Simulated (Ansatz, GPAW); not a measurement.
One calculation of Sn, 3 ways

```
Sn
1.0
    -2.94014    2.94014    1.59930
     2.94014   -2.94014    1.59930
     2.94014    2.94014   -1.59930
Sn
2
Cartesian
  0.0000 0.0000 0.0000
  0.0000 2.9401 0.7997
```

Alike in all runs: task single point; functional PBE; k mesh 9 × 9 × 9; occupations gaussian, width 0.1 eV; no spin polarisation; no spin-orbit coupling. Pressure is positive in compression and, in plane waves, holds the error of the finite cutoff, which Ansatz's Pulay term estimates and takes out.

```json
{"program and potentials": "Ansatz, Ansatz PAW", "plane-wave cutoff (eV)": "420", "notes": "Pulay term of +0.03 GPa included", "pressure (GPa)": "1.40"}
{"program and potentials": "Ansatz, all-electron LAPW, scalar-relativistic", "plane-wave cutoff (eV)": "-", "notes": "-", "pressure (GPa)": "1.41"}
{"program and potentials": "GPAW, GPAW PAW data sets (gpaw-data 1.2.1)", "plane-wave cutoff (eV)": "600", "notes": "-", "pressure (GPa)": "1.13"}
```

The pressure spans 1.13 (GPAW, GPAW PAW data sets (gpaw-data 1.2.1)) to 1.41 GPa (Ansatz, all-electron LAPW, scalar-relativistic), with all-electron results at 1.41.

The functional is the same throughout but for its coding, so the spread measures potentials, basis and numerics; runs on potential files found faulty are left out.
